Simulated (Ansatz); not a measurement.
# A defect in a wire: armchair graphene nanoribbon (N = 10, H edges), Ni in place of one C

Wanted: the relaxed defect and the transmission past it, beside the channels of the perfect wire.

Main program and level: Ansatz 0.2.0; DFT PBE, plane waves, PAW; relaxation of a wire's period, in the first sound run; inputs show where later runs differ.

Report form: the programs' logs are mostly left out.

### 1. Starting point

The cell holds 24 atoms: 20 C and 4 H. Cell: a = 19.921 Å, b = 7.000 Å, c = 4.260 Å, α = 90.0°, β = 90.0°, γ = 90.0°. Vacuum lies along a and b. The structure's axis is c.

### 2. Relaxation of atoms and period

Band widths follow the bond lengths, so the wire is relaxed first. The atoms and the third cell vector are free; the box across stays fixed as vacuum. A Fermi-Dirac smearing is set since the result may be a metal. The pressure printed is a third of the stress's trace over the whole box, vacuum included; only the stress along the axis is relaxed.

The input, input.yaml:

```yaml
crystal:
  lattice:
    - [19.921, 0.0, 0.0]
    - [0.0, 7.0, 0.0]
    - [0.0, 0.0, 4.26]
  atoms:
    - { symbol: C, position: [0.222210089, 0.5, 0.0] }
    - { symbol: C, position: [0.345673376, 0.5, 0.0] }
    - { symbol: C, position: [0.469136664, 0.5, 0.0] }
    - { symbol: C, position: [0.592599951, 0.5, 0.0] }
    - { symbol: C, position: [0.716063238, 0.5, 0.0] }
    - { symbol: C, position: [0.222210089, 0.5, 0.333333333] }
    - { symbol: C, position: [0.345673376, 0.5, 0.333333333] }
    - { symbol: C, position: [0.469136664, 0.5, 0.333333333] }
    - { symbol: C, position: [0.592599951, 0.5, 0.333333333] }
    - { symbol: C, position: [0.716063238, 0.5, 0.333333333] }
    - { symbol: H, position: [0.82431098, 0.5, 0.374413146] }
    - { symbol: H, position: [0.175693991, 0.5, 0.458920188] }
    - { symbol: C, position: [0.283941733, 0.5, 0.5] }
    - { symbol: C, position: [0.40740502, 0.5, 0.5] }
    - { symbol: C, position: [0.530868307, 0.5, 0.5] }
    - { symbol: C, position: [0.654331595, 0.5, 0.5] }
    - { symbol: C, position: [0.777794882, 0.5, 0.5] }
    - { symbol: C, position: [0.283941733, 0.5, 0.833333333] }
    - { symbol: C, position: [0.40740502, 0.5, 0.833333333] }
    - { symbol: C, position: [0.530868307, 0.5, 0.833333333] }
    - { symbol: C, position: [0.654331595, 0.5, 0.833333333] }
    - { symbol: C, position: [0.777794882, 0.5, 0.833333333] }
    - { symbol: H, position: [0.175693991, 0.5, 0.874413146] }
    - { symbol: H, position: [0.82431098, 0.5, 0.958920188] }
kpoints:
  mp_grid: { grid: [1, 1, 19] }
scf:
  occupations: { method: fermi_dirac, width: 0.05 }
hamiltonian:
  xc: pbe
relax:
  cell: { fix: [a, b, alpha, beta, gamma] }
  max_steps: 60
```

Run with:

```bash
> ansatz run input.yaml --threads 16 --pin off --max-ram 61440MiB --backend cuda --events-out ev --progress --plain --runs-dir out --max-vram 78GiB
```

It took 4.4 s on 1 × NVIDIA GB200 with 16 threads of Arm Neoverse V2, shared host; peak memory 1.2 GiB.

Relaxation path:

```tsv
step	energy less that of the first step (eV)	largest force component (eV/Å)	pressure (GPa)	volume (Å³)
1	0.0000	2.4160	0.60	594.04
2	-0.1991	0.7421	0.18	597.69
3	-0.2162	0.0601	0.07	598.28
4	-0.2163	0.0106	0.03	598.42
5	-0.2163	0.0134	0.04	598.39
6	-0.2164	0.0006	0.03	598.39
7*	-0.2210	0.0009	0.04	598.39
```

Relaxation steps marked * repeat the geometry before them on a plane-wave basis chosen anew for their cell, so energy and pressure can jump there. Relaxation step 5 was tried and not accepted.

The run keeps the 8 symmetry operations that it works with, so distortions that break them were not tested.

```tsv
cell as run	before	after	change
c (Å)	4.260	4.291	+0.7 %
```

The atoms that moved most (Å, along periodic axes as changes of fractional coordinates times the final cell, across vacuum about the mean position):

```tsv
atom	dx	dy	dz	length
H12	-0.018	0.000	-0.054	0.057
H24	0.018	0.000	-0.054	0.057
H23	-0.018	0.000	0.054	0.057
H11	0.018	0.000	0.054	0.057
C17	-0.013	0.000	0.030	0.033
C1	0.013	0.000	0.030	0.033
C22	-0.013	0.000	-0.030	0.033
C6	0.013	0.000	-0.030	0.033
```

This step gave:

```yaml
cell_length_along_the_wire: 4.291 Å
```

The cell's length comes to 4.291 Å with spin left out.

### 3. The wire at its relaxed period

This step: DFT PBE, plane waves, PAW; channels and complex bands of a perfect wire (Ansatz 0.2.0).

At the relaxed period the Bloch states of the perfect wire are found at each energy: those that move forward count the open channels, and those that decay describe how a disturbance dies away inside the wire itself. An energy step of 0.035 eV is under the 0.039 eV that the program asks for its thermal average at 300 K.

The input, input.yaml:

```yaml
crystal:
  lattice:
    - [19.921, 0.0, 0.0]
    - [0.0, 7.0, 0.0]
    - [0.0, 0.0, 4.2911855813]
  atoms:
    - { symbol: C, position: [0.222885056, 0.5, 0.007065965] }
    - { symbol: C, position: [0.34513068, 0.5, 0.999824729] }
    - { symbol: C, position: [0.469141577, 0.5, 0.999834282] }
    - { symbol: C, position: [0.592746528, 0.5, 0.000926775] }
    - { symbol: C, position: [0.716606391, 0.5, 0.999012217] }
    - { symbol: C, position: [0.222885056, 0.5, 0.326267368] }
    - { symbol: C, position: [0.34513068, 0.5, 0.333508605] }
    - { symbol: C, position: [0.469141577, 0.5, 0.333499051] }
    - { symbol: C, position: [0.592746528, 0.5, 0.332406558] }
    - { symbol: C, position: [0.716606391, 0.5, 0.334321117] }
    - { symbol: H, position: [0.825190712, 0.5, 0.387040108] }
    - { symbol: H, position: [0.174809288, 0.5, 0.446293226] }
    - { symbol: C, position: [0.283393609, 0.5, 0.499012217] }
    - { symbol: C, position: [0.407253472, 0.5, 0.500926775] }
    - { symbol: C, position: [0.530858423, 0.5, 0.499834282] }
    - { symbol: C, position: [0.65486932, 0.5, 0.499824729] }
    - { symbol: C, position: [0.777114944, 0.5, 0.507065965] }
    - { symbol: C, position: [0.283393609, 0.5, 0.834321117] }
    - { symbol: C, position: [0.407253472, 0.5, 0.832406558] }
    - { symbol: C, position: [0.530858423, 0.5, 0.833499051] }
    - { symbol: C, position: [0.65486932, 0.5, 0.833508605] }
    - { symbol: C, position: [0.777114944, 0.5, 0.826267368] }
    - { symbol: H, position: [0.174809288, 0.5, 0.887040108] }
    - { symbol: H, position: [0.825190712, 0.5, 0.946293226] }
kpoints:
  mp_grid: { grid: [1, 1, 19] }
scf:
  occupations: { method: fermi_dirac, width: 0.05 }
hamiltonian:
  xc: pbe
output:
  transmission:
    e_range: [-1.5, 1.5]
    de: 0.035
    kmesh: [1, 1]
    reduced_basis: true
    leads: [[0, 0]]
```

It took 3.3 min on 1 × NVIDIA GB200 with 16 threads; peak memory 20 GiB; 36 min of CPU time.

Numbers from this step:

```
channels of the lower lead                      : 0
conductance of the lead as this run defines it  : 7.54e-10 G₀
slowest decay in the lead, at its filling level : 0.1033 Å⁻¹
band gap on the path through both edges         : 1.123 eV
```

Open channels of the lead, one spin against energy, zero at the Fermi level:

energy (eV), open channels of the lead, one spin and a bar:
```
   -1.500       2.00 ####################
   -1.395       2.00 ####################
   -1.290       2.00 ####################
   -1.185       2.00 ####################
   -1.115       2.00 ####################
   -1.010       2.00 ####################
   -0.905       2.00 ####################
   -0.800       2.00 ####################
   -0.695       1.00 ##########
   -0.590       1.00 ##########
   -0.485       0.00 
   -0.415       0.00 
   -0.310       0.00 
   -0.205       0.00 
   -0.100       0.00 
    0.005       0.00 
    0.110       0.00 
    0.215       0.00 
    0.285       0.00 
    0.390       0.00 
    0.495       0.00 
    0.600       1.00 ##########
    0.705       2.00 ####################
    0.810       2.00 ####################
    0.915       2.00 ####################
    0.985       2.00 ####################
    1.090       2.00 ####################
    1.195       2.00 ####################
    1.300       2.00 ####################
    1.405       3.00 ##############################
```

The slowest values at each energy, most degenerate partners merged, listed up to 1.5 1/Å. Table of Im kz of the slowest decaying states by energy, zero at the Fermi level:

```tsv
energy (eV)	decay 1 (Å⁻¹)	decay 2 (Å⁻¹)	decay 3 (Å⁻¹)	decay 4 (Å⁻¹)
-1.500	0.0723	0.169	0.427	0.445
-1.395	0.0981	0.178	0.434	0.454
-1.290	0.117	0.186	0.441	0.462
-1.185	0.131	0.193	0.447	0.469
-1.115	0.139	0.197	0.451	0.474
-1.010	0.149	0.202	0.457	0.481
-0.905	0.158	0.206	0.462	0.487
-0.800	0.165	0.209	0.467	0.492
-0.695	0.0304	0.171	0.211	0.472
-0.590	0.0614	0.175	0.213	0.476
-0.485	0.0615	0.0782	0.178	0.214
-0.415	0.0825	0.0861	0.180	0.215
-0.310	0.0946	0.103	0.181	0.215
-0.205	0.1	0.115	0.182	0.214
-0.100	0.103	0.122	0.182	0.213
0.005	0.103	0.125	0.181	0.211
0.110	0.101	0.123	0.179	0.208
0.215	0.0971	0.117	0.176	0.205
0.285	0.0927	0.109	0.174	0.203
0.390	0.0833	0.0918	0.170	0.198
0.495	0.0605	0.0694	0.164	0.193
0.600	0.0469	0.158	0.187	0.423
0.705	0.150	0.180	0.409	0.510
0.810	0.140	0.173	0.393	0.511
0.915	0.129	0.164	0.376	0.512
0.985	0.12	0.157	0.363	0.513
1.090	0.104	0.146	0.342	0.513
1.195	0.0835	0.133	0.319	0.513
1.300	0.0532	0.117	0.291	0.513
1.405	0.0985	0.258	0.513	0.530
```

By hand: a barrier of this wire, of length L, would pass T ∝ exp(−2κL) at this energy; with κ = 0.103 Å⁻¹ one decade takes ln 10 / (2κ) = 11.1 Å.

At the computed energy nearest the Fermi level there are 0 channels a spin, and the thermal average gives 7.5e-10 G₀; the gap is 1.12 eV.

### 4. Relaxation of the scattering region

This step: DFT PBE, plane waves, PAW; relaxation of a junction in a wire, ends held (Ansatz 0.2.0).

System of this step: armchair graphene nanoribbon (N = 10, H edges), Ni in place of one C. The cell holds 168 atoms: 139 C, 28 H and 1 Ni. Cell: a = 19.921 Å, b = 7.000 Å, c = 30.038 Å, α = 90.0°, β = 90.0°, γ = 90.0°. Regions: held atoms, 96 atoms (80 C and 16 H); free atoms, 72 atoms (59 C, 12 H and 1 Ni). Vacuum lies along a and b. The structure's axis is c.

72 atoms at the defect are free to relax, while 96 stay where the perfect wire has them, so that the ends still repeat as a lead.

The input, input.yaml:

```yaml
crystal:
  lattice:
    - [19.921, 0.0, 0.0]
    - [0.0, 7.0, 0.0]
    - [0.0, 0.0, 30.0382990689]
  atoms:
    - { symbol: C, position: [0.222885056, 0.5, 0.001009424] }
    - { symbol: C, position: [0.34513068, 0.5, 0.999974961] }
    - { symbol: C, position: [0.469141577, 0.5, 0.999976326] }
    - { symbol: C, position: [0.592746528, 0.5, 0.000132396] }
    - { symbol: C, position: [0.716606391, 0.5, 0.999858888] }
    - { symbol: C, position: [0.222885056, 0.5, 0.046609624] }
    - { symbol: C, position: [0.34513068, 0.5, 0.047644086] }
    - { symbol: C, position: [0.469141577, 0.5, 0.047642722] }
    - { symbol: C, position: [0.592746528, 0.5, 0.047486651] }
    - { symbol: C, position: [0.716606391, 0.5, 0.04776016] }
    - { symbol: H, position: [0.825190712, 0.5, 0.055291444] }
    - { symbol: H, position: [0.174809288, 0.5, 0.063756175] }
    - { symbol: C, position: [0.283393609, 0.5, 0.07128746] }
    - { symbol: C, position: [0.407253472, 0.5, 0.071560968] }
    - { symbol: C, position: [0.530858423, 0.5, 0.071404897] }
    - { symbol: C, position: [0.65486932, 0.5, 0.071403533] }
    - { symbol: C, position: [0.777114944, 0.5, 0.072437995] }
    - { symbol: C, position: [0.283393609, 0.5, 0.119188731] }
    - { symbol: C, position: [0.407253472, 0.5, 0.118915223] }
    - { symbol: C, position: [0.530858423, 0.5, 0.119071293] }
    - { symbol: C, position: [0.65486932, 0.5, 0.119072658] }
    - { symbol: C, position: [0.777114944, 0.5, 0.118038195] }
    - { symbol: H, position: [0.174809288, 0.5, 0.126720015] }
    - { symbol: H, position: [0.825190712, 0.5, 0.135184747] }
    - { symbol: C, position: [0.222885056, 0.5, 0.143866566] }
    - { symbol: C, position: [0.34513068, 0.5, 0.142832104] }
    - { symbol: C, position: [0.469141577, 0.5, 0.142833469] }
    - { symbol: C, position: [0.592746528, 0.5, 0.142989539] }
    - { symbol: C, position: [0.716606391, 0.5, 0.142716031] }
    - { symbol: C, position: [0.222885056, 0.5, 0.189466767] }
[... 132 atom lines left out ...]
    - { symbol: C, position: [0.407253472, 0.5, 0.97605808] }
    - { symbol: C, position: [0.530858423, 0.5, 0.97621415] }
    - { symbol: C, position: [0.65486932, 0.5, 0.976215515] }
    - { symbol: C, position: [0.777114944, 0.5, 0.975181053] }
    - { symbol: H, position: [0.174809288, 0.5, 0.983862873] }
    - { symbol: H, position: [0.825190712, 0.5, 0.992327604] }
magnetization:
  spin_polarized: true
kpoints:
  mp_grid: { grid: [1, 1, 1] }
scf:
  occupations: { method: fermi_dirac, width: 0.1 }
hamiltonian:
  xc: pbe
relax:
  constraints:
    - { sites: [0, 1, 2, 3, 4, 5, 6, 7, 8, 9, 10, 11, 12, 13, 14, 15, 16, 17, 18, 19, 20, 21, 22, 23, 24, 25, 26, 27, 28, 29, 30, 31, 32, 33, 34, 35, 36, 37, 38, 39, 40, 41, 42, 43, 44, 45, 46, 47, 120, 121, 122, 123, 124, 125, 126, 127, 128, 129, 130, 131, 132, 133, 134, 135, 136, 137, 138, 139, 140, 141, 142, 143, 144, 145, 146, 147, 148, 149, 150, 151, 152, 153, 154, 155, 156, 157, 158, 159, 160, 161, 162, 163, 164, 165, 166, 167] }
  f_tol: 0.04
  max_steps: 35
```

It took 22 s on 1 × NVIDIA GB200 with 16 threads; peak memory 2.4 GiB.

Relaxation path:

```tsv
step	energy less that of the first step (eV)	largest force component (eV/Å)
1	0.0000	12.2247
2	-2.4904	7.4099
3	-3.8594	2.6537
4	-4.0786	1.3200
5	-4.1696	0.1900
6	-4.1861	0.1430
7	-4.1926	0.0423
8	-4.1936	0.0253
```

The atoms that moved most (Å):

```tsv
atom	dx	dy	dz	length
Ni86	-0.034	0.863	-0.030	0.864
C91	-0.010	0.546	0.142	0.564
C80	0.085	0.448	-0.061	0.460
C79	-0.099	0.373	-0.058	0.391
C99	0.008	0.311	0.023	0.312
H71	0.022	-0.298	-0.002	0.299
C75	0.007	0.292	-0.027	0.293
C98	-0.021	0.274	0.025	0.276
```

Numbers from this step:

| Quantity | Value |
| --- | --- |
| energy at zero smearing | -41157.4169 eV |

The largest force component on a free atom ends at 0.025 eV/Å, under the limit of 0.04. Ni ends nearest to C at 1.79 Å, C at 1.80 Å and C at 1.80 Å. 2 atoms of the wire itself, hydrogen apart, moved by over 0.45 Å, up to 0.56 Å.

### 5. The open system

This step: DFT PBE, plane waves, PAW; transmission of a junction in a wire (Ansatz 0.2.0).

The cell is now read as a scatterer between two semi-infinite leads, named by two sites one period apart. The scattering states in its self-consistent potential are matched to the leads' states at each energy. One point across is taken, as for a wire in vacuum.

Edit input.yaml of step 4 so:

```diff
@@ -43,14 +43,19 @@
     - { symbol: H, position: [0.825190712, 0.5, 0.992327604] }
-magnetization:
-  spin_polarized: true
 kpoints:
-  mp_grid: { grid: [1, 1, 1] }
+  mp_grid: { grid: [1, 1, 3] }
 scf:
-  occupations: { method: fermi_dirac, width: 0.1 }
+  occupations: { method: fermi_dirac, width: 0.05 }
 hamiltonian:
   xc: pbe
-relax:
-  constraints:
-    - { sites: [0, 1, 2, 3, 4, 5, 6, 7, 8, 9, 10, 11, 12, 13, 14, 15, 16, 17, 18, 19, 20, 21, 22, 23, 24, 25, 26, 27, 28, 29, 30, 31, 32, 33, 34, 35, 36, 37, 38, 39, 40, 41, 42, 43, 44, 45, 46, 47, 120, 121, 122, 123, 124, 125, 126, 127, 128, 129, 130, 131, 132, 133, 134, 135, 136, 137, 138, 139, 140, 141, 142, 143, 144, 145, 146, 147, 148, 149, 150, 151, 152, 153, 154, 155, 156, 157, 158, 159, 160, 161, 162, 163, 164, 165, 166, 167] }
-  f_tol: 0.04
-  max_steps: 35
+output:
+  transmission:
+    e_range: [-1.5, 1.5]
+    de: 0.035
+    kmesh: [1, 1]
+    reduced_basis: true
+    leads: [[144, 0]]
+  dos: { projected: true, e_range: [-4, 3] }
+  write_potential: true
+  write_density: true
+  volumetric_format: npy
+  elf: true
```

Atom lines that are left out differ too.

Run time: 4.3 min. Hardware: 1 × NVIDIA GB200 with 16 threads; peak memory 20 GiB; 42 min of CPU time.

Numbers from this step:

```yaml
energy_at_zero_smearing: -41157.4826 eV
transmission_at_the_fermi_level_a_spin_zone_mean: 0
potential_step_in_the_lower_lead: 46.7 meV
slowest_decay_in_the_lead_at_its_filling_level: 0.1036 Å⁻¹
conductance_of_the_junction: 6.28e-11 G₀
```

Transmission, one spin against energy, zero at the Fermi level:

```tsv
energy (eV)	transmission, one spin
-1.50	1.55
-1.43	1.42
-1.32	1.25
-1.25	1.15
-1.19	1.07
-1.11	1.00
-1.01	0.945
-0.94	0.923
-0.87	0.901
-0.77	0.810
-0.69	0.0104
-0.62	0.0159
-0.52	0
-0.45	0
-0.38	0
-0.31	0
-0.20	0
-0.14	0
-0.07	0
0.01	0
0.04	0
0.11	0
0.18	0
0.28	0
0.35	0
0.42	0
0.49	0
0.60	0.347
0.67	0.452
0.74	1.21
0.84	1.52
0.92	1.62
0.98	1.70
1.09	1.78
1.16	1.82
1.23	1.86
1.30	1.89
1.41	2.48
1.48	2.73
```

The open channels of the lead, one spin by energy, zero at the Fermi level:

energy (eV), open channels of the lead, one spin and a bar:
```
   -1.500       2.00 ####################
   -1.395       2.00 ####################
   -1.290       2.00 ####################
   -1.185       2.00 ####################
   -1.115       2.00 ####################
   -1.010       2.00 ####################
   -0.905       2.00 ####################
   -0.800       2.00 ####################
   -0.695       1.00 ##########
   -0.590       1.00 ##########
   -0.485       0.00 
   -0.415       0.00 
   -0.310       0.00 
   -0.205       0.00 
   -0.100       0.00 
    0.005       0.00 
    0.110       0.00 
    0.215       0.00 
    0.285       0.00 
    0.390       0.00 
    0.495       0.00 
    0.600       1.00 ##########
    0.705       2.00 ####################
    0.810       2.00 ####################
    0.915       2.00 ####################
    0.985       2.00 ####################
    1.090       2.00 ####################
    1.195       2.00 ####################
    1.300       2.00 ####################
    1.405       3.00 ##############################
```

The conductance is 6.3e-11 G₀, with 0 channels a spin open in the lead. The lead's Hamiltonian steps by 46.7 meV, which the program calls too much for a lead. The largest term of the program's error estimate is 394 %, from the steps of its leads' Hamiltonians or their offsets.

### 6. Summary of results

```json
{
  "conductance of the perfect wire": "7.5e-10 G₀",
  "conductance, Ni in place of one C": "6.3e-11 G₀ (one error term of 394 %, so a rough value at best)"
}
```

**Reading.** Summed over the computed window, 65 % of the lead's open channels pass the defect. The undoped leads have a gap, so the conductance at their level is exponentially small; the transmission in the bands is what a gate or doping would reach. Transport is coherent and elastic here: the atoms are frozen, so scattering by vibrations plays no part. In 1 run the program finds the step of the lead's Hamiltonian too large, so longer leads may change the transmission. One term of the program's error estimate for a conductance, of a junction or of the perfect wire, reaches 394 % in this session. A junction with open d shells ran without spin, after the few moments seeded in its relaxation died away; moments on all d atoms were not tried.

[Logs are printed without paths, hosts, clocks, repeated set-up lines and the standing remarks that a program may print on its own settings, such as how far it seeks lower states.]

[Hosts, paths, dates, database ids (printed as entryN), source tags and the programs' standing remarks are cut or masked in the printed files.]
